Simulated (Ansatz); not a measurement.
**BP and the effect of the functional**

```
CELL_PARAMETERS angstrom
0.00000 2.26900 2.26900
2.26900 0.00000 2.26900
2.26900 2.26900 0.00000
ATOMIC_POSITIONS crystal
P 0.75000 0.75000 0.75000
B 0.00000 0.00000 0.00000
```

Kept alike: task projected density of states; k mesh 6 × 6 × 6; occupations fermi-dirac, width 0.05 eV; no spin polarisation. Program: Ansatz, Ansatz PAW. Cutoffs run from 420 to 500 eV. The mesh is that of the run's cell of 2 atoms. No spin-orbit coupling.

```csv
functional,band gap (eV),pressure (GPa)
BLYP,1.624,6.15
HSE06,2.065,-1.49
LDA,1.298,-5.11
PBE,1.333,1.26
PBE0,2.766,-1.59
PBEsol,1.224,-1.83
RPBE,1.346,4.10
r2SCAN,1.500,-0.04
r2SCAN0,2.843,-2.12
revPBE,1.339,3.42
```

Pressure is positive in compression, with a Pulay correction for the finite cutoff. A gap read on the mesh alone can miss an edge between its points. All rows use potentials made for PBE.

The band gap runs from 1.224 (PBEsol) to 2.843 eV (r2SCAN0). From PBE: BLYP +0.291; HSE06 +0.732; LDA -0.035; PBE0 +1.433; PBEsol -0.109; RPBE +0.013; r2SCAN +0.167; r2SCAN0 +1.510; revPBE +0.006. The pressure runs from -5.11 (LDA) to 6.15 GPa (BLYP). From PBE: BLYP +4.89; HSE06 -2.75; LDA -6.37; PBE0 -2.85; PBEsol -3.09; RPBE +2.84; r2SCAN -1.30; r2SCAN0 -3.38; revPBE +2.16. A positive pressure means that the functional's own cell is larger than the one given, a negative one that it is smaller.

At this fixed cell, the gap splits by the treatment of exchange: every hybrid lies above every semilocal functional. Nonlocal exchange lowers the occupied B–P bonding states relative to the empty antibonding ones, whereas the semilocal Kohn–Sham gaps lack the derivative discontinuity and fall well short of the known gap of BP. HSE06, at 2.065 eV, comes close to experiment, while PBE0 overshoots because its long-range exchange is unscreened in a solid that screens well.

That long-range part hardly affects the binding: PBE0 and HSE06 give pressures of -1.59 and -1.49 GPa despite their very different gaps. Among the semilocal functionals, the pressure instead reflects the familiar overbinding of LDA and the weaker binding of RPBE, revPBE and BLYP. A good cell is therefore no guide to a good gap, as r2SCAN shows with almost no residual pressure but a gap of only 1.500 eV. Because the cell is shared, the spread in gaps contains no volume effect, and relaxing each functional to its own cell could change the differences.
